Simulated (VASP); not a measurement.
MgO in VASP 6.6.1, single-point calculation

INCAR

```
NBANDS = 16
NSW = 0
ISMEAR = -4
LCHARG = .FALSE.
ISIF = 2
LREAL = .FALSE.
LASPH = .TRUE.
IBRION = -1
EDIFF = 1E-7
GGA = 91
SIGMA = 0.2
PREC = Accurate
NELM = 120
ENCUT = 400
LWAVE = .FALSE.
```

KPOINTS

```
KPOINTS created by Atomic Simulation Environment
0
Gamma
12 12 6
0 0 0
```

POSCAR

```
Mg O
 1.0000000000000000
     3.2882172281021651   -0.0000000000288675    0.0000000000000000
    -1.6441086140260825    2.8476796527125590    0.0000000000000000
     0.0000000000000000    0.0000000000000000    5.1350536003000000
 Mg  O
   2   2
Cartesian
  0.0000000000166669  1.8984531017987498 -0.0359928962978270
  1.6441086140594163  0.9492265508849412  2.5315339038521727
  0.0000000000166669  1.8984531017987498  1.9616379964103272
  1.6441086140594163  0.9492265508849412  4.5291647965603268
```

The recommended PBE PAW datasets give the neutral cell 16 valence electrons.

Command

```
mpirun -np 1 vasp_std
```

Task: How does this run end, and what does it give?

Result: It converged. Results: gap between bands v and c on the k mesh 3.54 eV; least direct gap on the k mesh 3.54 eV; pressure -3.1 GPa. Band v is the last that the valence electrons fill when counted band by band, and c is the next.

OSZICAR

```
N       E                     dE             d eps       ncg     rms          rms(c)
DAV:   1     0.479466129038E+02    0.47947E+02   -0.64928E+03  2448   0.715E+02
DAV:   2    -0.249086076674E+02   -0.72855E+02   -0.67861E+02  3344   0.177E+02
DAV:   3    -0.281539739946E+02   -0.32454E+01   -0.32404E+01  2744   0.391E+01
DAV:   4    -0.281661783841E+02   -0.12204E-01   -0.12204E-01  2984   0.282E+00
DAV:   5    -0.281662370420E+02   -0.58658E-04   -0.58658E-04  2776   0.187E-01    0.117E+01
DAV:   6    -0.238931135901E+02    0.42731E+01   -0.12182E+01  2432   0.255E+01    0.390E+00
DAV:   7    -0.238364041559E+02    0.56709E-01   -0.16946E-01  2480   0.321E+00    0.222E+00
DAV:   8    -0.238202630804E+02    0.16141E-01   -0.94299E-02  2560   0.325E+00    0.483E-01
DAV:   9    -0.238179591656E+02    0.23039E-02   -0.37501E-03  3032   0.535E-01    0.139E-01
DAV:  10    -0.238186788627E+02   -0.71970E-03   -0.81201E-04  2488   0.182E-01    0.196E-02
DAV:  11    -0.238186932586E+02   -0.14396E-04   -0.18141E-05  2928   0.260E-02    0.147E-02
DAV:  12    -0.238186936036E+02   -0.34504E-06   -0.48127E-06  2472   0.172E-02    0.166E-03
DAV:  13    -0.238186935156E+02    0.87996E-07   -0.15275E-07  2800   0.302E-03
   1 F= -.23818694E+02 E0= -.23818694E+02  d E =0.000000E+00
```

Standard output (part)

```
POSCAR found type information on POSCAR MgO
 POSCAR found :  2 types and       4 ions
 LDA part: xc-table for (Slater(with rela. corr.)+CA(PZ))
 , standard interpolation
 POSCAR, INCAR and KPOINTS ok, starting setup
 WAVECAR not read
 entering main loop
```

For comparison, a separate PBE run of the intended cell, on usual settings and not on those above, gives a gap of 3.51 eV on its mesh and a pressure of 1.3 GPa.
